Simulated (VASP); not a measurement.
Input of a VASP 6.6.1 run:

The input INCAR:

```
PREC = Accurate ; ENCUT = 600
EDIFF = 1E-6 ; ISMEAR = 0
SIGMA = 0.08 ; LREAL = False
LASPH = True ; NELM = 120
ALGO = Normal ; ISIF = 3
LWAVE = False ; LCHARG = False
GGA = PS ; IVDW = 12
IBRION = 2 ; NSW = 60
EDIFFG = -0.005 ; LATTICE_CONSTRAINTS = .TRUE. .TRUE. .FALSE.
KPAR = 4
```

KPOINTS

```
Automatic mesh
0
Gamma
  12 12 1
```

The input POSCAR:

```
TiS2
1.0
    3.4000000000      0.0000000000      0.0000000000
   -1.7000000000      2.9444863700      0.0000000000
    0.0000000000      0.0000000000     18.8600000000
S Ti
2 1
Direct
    0.3333330000      0.6666670000      0.4241781500
    0.6666670000      0.3333330000      0.5758218500
    0.0000000000      0.0000000000      0.5000000000
```

Potentials or basis: VASP PAW PBE potentials, release 64 (S, Ti_sv).

The run is started by

```sh
$ cat potpaw_PBE.64/S/POTCAR potpaw_PBE.64/Ti_sv/POTCAR > POTCAR
$ mpirun -np 4 vasp_std > vasp.out
```

(1) What does it give for the relaxed cell?

(2) What does it give for the dispersion energy per atom?

Results:

(1) a = 3.320 Å, b = 3.320 Å, c = 18.860 Å, α = 90.00°, β = 90.00°, γ = 120.00°.

(2) -0.216 eV.
